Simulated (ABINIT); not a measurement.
Ag, 2 atoms in the cell. The typed cell holds 2 atoms: a = 2.924 Å, b = 2.942 Å, c = 4.790 Å, α = 90.09°, β = 90.81°, γ = 120.20°. This isn't the form of Ag at room conditions, which is fcc.

- Program: ABINIT 10.8.3 (patched build)
- Task: single point
- Functional: PBE
- Potentials or basis: JTH PAW PBE v2.0
- Cutoff: 463 eV
- k mesh: 10 × 10 × 6
- Occupations: fermi-dirac, width 0.05 eV
- Spin: no spin polarisation
- Fine-grid cutoff: 925.187 eV

Potentials or basis: JTH PAW PBE v2.0.

Launch:

```console
$ abinit run.abi > log 2>&1
```

Hardware: 1 thread of Arm Neoverse V1, with other jobs on the host.

Q: How long does it take, and how much memory?

A: Run time: 89 s on 1 thread of Arm Neoverse V1 (shared host), peak memory 0.22 GiB. Counts: scf iterations 9, mpi ranks 1, k points 304, bands 15, plane waves 815.
